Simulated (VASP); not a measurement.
CdTe:

```xyz
2
Lattice="0.0000 3.2050 3.2050 3.2050 0.0000 3.2050 3.2050 3.2050 0.0000" Properties=species:S:1:pos:R:3 pbc="T T T"
Cd    0.0000    0.0000    0.0000
Te    1.6025    1.6025    1.6025
```

| Property | Result |
| --- | --- |
| Program | VASP 6.6.1 |
| Task | relaxation of cell and atoms |
| Functional | PBEsol |
| Potentials or basis | VASP PAW PBE potentials, release 64 (Cd, Te) |
| Cutoff | 600 eV |
| k mesh | 8 × 8 × 8 |
| Occupations | gaussian, width 0.03 eV |
| Spin | no spin polarisation |

At the start: pressure 1.8 GPa; volume 32.92 Å³/atom.

**Question.** Where does the relaxation end?

**Answer.** Over 3 steps the energy falls by 7.3 meV/atom and the volume is 34.26 Å³/atom (+4.1 %); space group F-43m (No. 216, to 0.05 Å).

The path:
| step | energy change (eV) | largest force (eV/Å) | pressure (GPa) | volume (Å³) |
| --- | --- | --- | --- | --- |
| 1 | 0.0000 | 0.0000 | 1.81 | 65.84 |
| 2 | -0.0129 | 0.0000 | -0.54 | 69.46 |
| 3 | -0.0145 | 0.0000 | 0.00 | 68.52 |

Final structure:
```cif
data_structure
_symmetry_space_group_name_H-M 'P 1'
_symmetry_Int_Tables_number 1
_cell_length_a 4.5931
_cell_length_b 4.5931
_cell_length_c 4.5931
_cell_angle_alpha 60.000
_cell_angle_beta 60.000
_cell_angle_gamma 60.000
_cell_volume 68.52
loop_
_atom_site_label
_atom_site_type_symbol
_atom_site_fract_x
_atom_site_fract_y
_atom_site_fract_z
_atom_site_occupancy
Cd1 Cd 0.00000 0.00000 0.00000 1
Te1 Te 0.25000 0.25000 0.25000 1
```

Caveat: the PAW data sets were made with another functional, which shifts forces and pressure a little.
